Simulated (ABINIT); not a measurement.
Crystal: TaN.

```xyz
2
Lattice="2.9380 0.0000 0.0000 -1.4690 2.5444 0.0000 0.0000 0.0000 2.8830" Properties=species:S:1:pos:R:3 pbc="T T T"
Ta    0.0000    0.0000    1.4415
N     1.4690    0.8481    0.0000
```

Base run:

```yaml
Program: ABINIT 10.8.3 (patched build)
Functional: BLYP
Potentials_or_basis: PseudoDojo NC SR PBE v0.4.1 standard
Cutoff: 952 eV
k_mesh: 8 × 8 × 7
Occupations: fermi-dirac, width 0.05 eV
Spin: no spin polarisation
```

Its results: band gap on the k mesh none (metal or under the smearing width); pressure 15.2 GPa.

**Question.** The run is repeated on the same cell with these changes: functional from BLYP to PBEsol; potentials or basis from PseudoDojo NC SR PBE v0.4.1 standard to PseudoDojo NC SR PBEsol v0.4.1 standard; cutoff from 952 eV to 980 eV. What comes out?

**Answer.** Band gap on the k mesh none (metal or under the smearing width); pressure -5.5 GPa.

Caveats: so large a pressure means that the cell lies far from this level's equilibrium, or that cutoff or potentials fall short (some runs); the potentials were made for another functional, which shifts forces and pressure (some runs); the cutoff is short for stress, so the pressure is rough (some runs).
